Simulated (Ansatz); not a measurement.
# RbCl (rocksalt type): the cost of one run

Method: DFT PBE, with the methods named in each step, in Ansatz 0.2.0.

**1. The structure to begin with**

It takes space group Fm-3m (No. 225, cubic). The conventional cell has a = 6.698 Å, b = 6.698 Å, c = 6.698 Å, α = 90.00°, β = 90.00°, γ = 90.00°. Around Rb (site symmetry m-3m) lie 6 Cl at 3.35 Å. Around Cl (site symmetry m-3m) lie 6 Rb at 3.35 Å.

As a file:

```
Rb Cl
1.0
     0.00000    3.34896    3.34896
     3.34896    0.00000    3.34896
     3.34896    3.34896    0.00000
Rb Cl
1 1
Cartesian
  0.0000 0.0000 0.0000
  3.3490 3.3490 3.3490
```

Whether this phase is the stable one at these pressures isn't tested.

Atoms are numbered in the order of the input: Rb1, Cl2.

**2. The reference volume, LAPW**

The input, input.yaml:

```yaml
crystal:
  lattice:
    - [0.0, 3.3489632163, 3.3489632163]
    - [3.3489632163, 0.0, 3.3489632163]
    - [3.3489632163, 3.3489632163, 0.0]
  atoms:
    - { symbol: Rb, position: [0.0, 0.0, 0.0] }
    - { symbol: Cl, position: [0.5, 0.5, 0.5] }
kpoints:
  mp_grid: { grid: [13, 13, 13] }
  band_path:
    path:
      - [0.0, 0.0, 0.0]
      - [0.5, 0.0, 0.5]
      - [0.625, 0.25, 0.625]
      - [0.375, 0.375, 0.75]
      - [0.0, 0.0, 0.0]
      - [0.5, 0.5, 0.5]
      - [0.5, 0.25, 0.75]
      - [0.5, 0.0, 0.5]
    npoints: 14
scf:
  occupations: { method: fermi_dirac, width: 0.1 }
hamiltonian:
  xc: pbe
  pseudopotentials: { kind: all_electron, lapw: { basis_error: 0.001 } }
output:
  forces: true
  stress: true
  eigenvalues: true
  populations: true
  dos: { projected: true, de: 0.2, e_range: [-14, 8] }
```

Launch:

```
$ ansatz run input.yaml --threads 1 --pin off --max-ram 2048MiB --backend cpu --events-out ev --progress --plain --runs-dir out
```

**Question.** How long does this run take on 1 thread of Arm Neoverse V1, shared host, and how much memory does it need?

About 19 s, with a peak of 0.34 GiB.
